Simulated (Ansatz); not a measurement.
Crystal: BN.

```
N B
1.0
     2.55394    0.00000    0.00000
    -1.27697    2.21178    0.00000
     0.00000    0.00000    4.22685
N B
2 2
Direct
  0.33333 0.66667 0.12528
  0.66667 0.33333 0.62528
  0.33333 0.66667 0.49972
  0.66667 0.33333 0.99972
```

Measurements of this composition are mostly on another form, of space group No. 194.

Base run:

```yaml
Program: Ansatz 0.2.0
Functional: PBEsol
Potentials_or_basis: all-electron LAPW, scalar-relativistic
Cutoff: 409 eV
Density_cutoff: 1635 eV
Basis_error_allowed: 0.002 eV/atom
k_mesh: 12 × 12 × 6
Occupations: fermi-dirac, width 0.05 eV
Spin: no spin polarisation
```

Its results: band gap on the k mesh 4.98 eV, indirect (least direct gap 8.15 eV); pressure -5.9 GPa; largest force 0.013 eV/Å.

Task: The run is repeated on the same cell with these changes: functional from PBEsol to LDA. What comes out?

Result: Band gap on the k mesh 4.98 eV, indirect (least direct gap 8.11 eV); pressure -13.6 GPa; largest force 0.023 eV/Å.

LDA binds more tightly than PBEsol, so the same cell stands under less pressure.

Not every run made on this cell is shown here.
